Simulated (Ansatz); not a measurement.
## V under changes of volume

One of the cells (13.872 Å³/atom); the others are scaled copies at fixed shape and fractional positions:

```
V
1.0
     2.60429    0.00000    0.00000
    -1.30215    2.25538    0.00000
     0.00000    0.00000    4.72334
V
2
Direct
  0.33333 0.66667 0.25000
  0.66667 0.33333 0.75000
```

This isn't the form of V at room conditions, which is bcc.

- Program: Ansatz 0.2.0
- Functional: r2SCAN
- Potentials or basis: Ansatz PAW
- Cutoff: 500 eV (not typed: the program's choice for these potentials)
- k mesh: 12 × 12 × 6
- Occupations: fermi-dirac, width 0.05 eV
- Spin: collinear spin, ferromagnetic start
- Starting moments: [2.0, 2.0] μB

| volume (Å³/atom) | energy over the lowest point (meV/atom) | pressure (GPa) | moment (μB per cell) |
| --- | --- | --- | --- |
| 13.039 | 14.42 | 8.7 | 0.00 |
| 13.317 | 3.64 | 4.3 | 0.00 |
| 13.594 | 0.00 | 0.4 | 0.00 |
| 13.872 | 2.85 | -3.2 | 0.00 |
| 14.149 | 11.54 | -6.4 | 0.00 |
| 14.427 | 25.50 | -8.5 | 0.74 |
| 14.704 | ? | ? | ? |

What does the run at 14.704 Å³/atom give?

Energy over the lowest point 41.74 meV/atom; pressure -10.7 GPa; moment 0.99 μB per cell.

Worked out: A Birch-Murnaghan fit of order 3 (a polynomial in V^(-2/3)) to the other rows has its minimum at 13.61 Å³/atom with B0 = V·E''(V) = 182 GPa and B' = 4.0 at fixed shape and positions, which overstates the stiffness. It gives 44.20 meV/atom at 14.704 Å³/atom, against the run's 41.74, and -dE/dV = -12.1 GPa, against -10.7. The moment follows no smooth curve through the other rows.

Energies are extrapolated to zero smearing.

Caveats: the magnetic or orbital state may not be the lowest; the PAW data sets come from PBE, with cores solved anew for the run's functional, which leaves a small shift of forces and pressure; the starting moments weren't kept (some runs).
